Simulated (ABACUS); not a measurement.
P under changes of volume

One of the cells (20.458 Å³/atom); the others are scaled copies at fixed shape and fractional positions:

```xyz
4
Lattice="1.6477 -5.4650 0.0000 1.6477 5.4650 0.0000 0.0000 0.0000 4.5436" Properties=species:S:1:pos:R:3 pbc="T T T"
P     1.6477   -4.4173    2.6754
P     1.6477    4.4173    1.8683
P     1.6477   -1.0477    0.4035
P     1.6477    1.0477    4.1401
```

* Program: ABACUS 3.10.1
* Functional: PBE
* Potentials or basis: PseudoDojo NC SR 0.4.1 PBE standard
* Cutoff: 599 eV
* Density cutoff: 2395 eV
* Basis: plane waves
* k mesh: 8 × 8 × 6
* Occupations: fermi-dirac, width 0.05 eV
* Spin: no spin polarisation

| volume (Å³/atom) | energy over the lowest point (meV/atom) | pressure (GPa) | largest force (eV/Å) |
| --- | --- | --- | --- |
| 19.230 | ? | ? | ? |
| 19.639 | 22.47 | 5.5 | 0.718 |
| 20.049 | 10.71 | 3.7 | 0.527 |
| 20.458 | 3.37 | 2.1 | 0.352 |
| 20.867 | 0.00 | 0.6 | 0.201 |
| 21.276 | 0.22 | -0.7 | 0.117 |
| 21.685 | 3.67 | -1.9 | 0.181 |

Problem. What does the run at 19.230 Å³/atom give?

Solution. Energy over the lowest point 39.14 meV/atom; pressure 7.5 GPa; largest force 0.925 eV/Å.

Worked out: A Birch-Murnaghan fit of order 3 (a polynomial in V^(-2/3)) to the other rows has its minimum at 21.04 Å³/atom with B0 = V·E''(V) = 69 GPa and B' = 4.2 at fixed shape and positions, which overstates the stiffness. It gives 39.08 meV/atom at 19.230 Å³/atom, against the run's 39.14, and -dE/dV = 7.5 GPa, against 7.5.

Energies are extrapolated to zero smearing.
